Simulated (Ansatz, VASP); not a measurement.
IrO2: VASP beside Ansatz

```
CELL_PARAMETERS angstrom
4.50510 0.00000 0.00000
0.00000 4.50510 0.00000
0.00000 0.00000 3.15860
ATOMIC_POSITIONS crystal
Ir 0.00000 0.00000 0.00000
Ir 0.50000 0.50000 0.50000
O 0.30770 0.30770 0.00000
O 0.19230 0.80770 0.50000
O 0.69230 0.69230 0.00000
O 0.80770 0.19230 0.50000
```

Alike in both runs: task single point; functional PBEsol; k mesh 5 × 5 × 7; no spin polarisation.

```csv
,VASP,Ansatz
version,VASP 6.6.1,Ansatz 0.2.0
potentials or method,"VASP PAW PBE potentials, release 64 (Ir, O)","plane waves, PAW"
plane-wave cutoff (eV),520,470
occupations,"methfessel-paxton of order 1, width 0.15 eV","cold, width 0.15 eV"
valence electrons in the cell,42,58
```

```csv
,VASP,Ansatz,Ansatz less VASP
gap on the k mesh at the Fermi level (eV),none,none,-
pressure (GPa),-1.8,-4.5,-2.69
largest component of the traceless stress (GPa),0.18,0.43,+0.256
rms of the force components (eV/Å),0.068,0.071,+0.0031
```

Atom by atom the forces differ by 0.003 eV/Å (rms over components). A gap of «none» marks a metal or a gap that the smearing closes. The two sets of potentials don't hold the same shells in valence.

Caveats: the PAW data sets were made with another functional, which shifts forces and pressure a little (VASP). The runs have no spin-orbit coupling, so splittings on Ir are missing.
